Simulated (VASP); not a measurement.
Crystal: TiO2.

```
CELL_PARAMETERS angstrom
5.58222 0.00000 0.00000
-2.79111 4.83435 0.00000
0.00000 0.00000 6.08247
ATOMIC_POSITIONS crystal
Ti 0.46694 0.00000 0.33333
Ti 0.00000 0.46694 0.66667
Ti 0.53306 0.53306 0.00000
O 0.58107 0.85143 0.12066
O 0.72963 0.14857 0.54600
O 0.27037 0.41893 0.78733
O 0.85143 0.58107 0.87934
O 0.14857 0.72963 0.45400
O 0.41893 0.27037 0.21267
```

Measurements of this composition are mostly on another form, of space group No. 141.

```yaml
Program: VASP 6.6.1
Task: single point
Functional: PBE
Potentials_or_basis: VASP PAW PBE potentials, release 64 (Ti_sv, O)
Cutoff: 520 eV
k_mesh: 6 × 6 × 5
Occupations: fermi-dirac, width 0.05 eV
Spin: no spin polarisation
```

On this cell: pressure 1.9 GPa; largest force 0.092 eV/Å; band gap on the k mesh 3.61 eV, indirect (least direct gap 3.62 eV).

The same run follows on a disturbed copy (atoms moved at random, drawn with an rms of 0.05 Å):

```xyz
9
Lattice="5.5822 0.0000 0.0000 -2.7911 4.8343 0.0000 0.0000 0.0000 6.0825" Properties=species:S:1:pos:R:3 pbc="T T T"
Ti    2.6182   -0.0057    2.0566
Ti   -1.2873    2.2400    4.0367
Ti    1.5296    2.6126   -0.0356
O     0.8770    4.1686    0.6713
O     3.6561    0.7005    3.3266
O     0.3722    2.0054    4.8075
O     3.1180    2.7408    5.3644
O    -1.2559    3.5385    2.7256
O     1.5423    1.3070    1.2847
```

**Question.** What changes?

**Answer.** The energy moves by +25.0 meV/atom; pressure 0.7 GPa; largest force 2.771 eV/Å; band gap on the k mesh 3.34 eV, indirect (least direct gap 3.35 eV).

Forces on the atoms (eV/Å):
```
Ti  -0.750  0.410 -2.214
Ti   0.442  0.374  0.297
Ti  -1.846 -0.599  1.979
O   -0.285  0.181  0.646
O    0.539  0.248  0.606
O   -1.053 -0.013 -1.012
O    2.222  0.269 -1.191
O    0.026 -0.649  0.643
O    0.704 -0.222  0.246
```

Stress tensor (GPa, compression positive):
```
 2.49  2.43 -0.37
 2.43 -0.63  1.79
-0.37  1.79  0.20
```

Caveats: an odd mesh through Γ misses points on the zone boundary, where band edges often lie.
